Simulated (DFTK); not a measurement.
CuO (Tenorite), 4 atoms in the cell. It takes space group C2/c (No. 15, monoclinic). Conventional cell: a = 4.684 Å, b = 3.423 Å, c = 5.129 Å, α = 90.00°, β = 99.54°, γ = 90.00°. Cu (site symmetry -1) is surrounded by 4 O at 1.95 to 1.96 Å. O (site symmetry 2) is surrounded by 4 Cu at 1.95 to 1.96 Å. 

```yaml
Program: DFTK 0.8.2
Task: band structure
Functional: PBEsol
Potentials_or_basis: SG15 1.2 (PBE)
Cutoff: 952 eV
k_mesh: 6 × 6 × 3
Occupations: fermi-dirac, width 0.05 eV
Spin: no spin polarisation
Valence_electrons: Cu 19, O 6
SCF_tolerance_on_the_density: 1e-06
```

Potentials or basis: SG15 1.2 (PBE).

Command:

```bash
$ julia --threads=1 run.jl  # save.jl only writes the numbers to a file and isn't shown; printed stress counts tension as positive; times include loading and compiling
```

Hardware: 1 thread of Intel(R) Xeon(R) Platinum 8488C (Sapphire Rapids), with other jobs on the host.

Task: How long does it take, and how much memory?

Result: Wall time 3.2 min on 1 thread of Intel(R) Xeon(R) Platinum 8488C (Sapphire Rapids), on a shared host, peak memory 1.9 GiB. Counts: scf iterations 21, k points 34, plane waves 2729, bands 32.
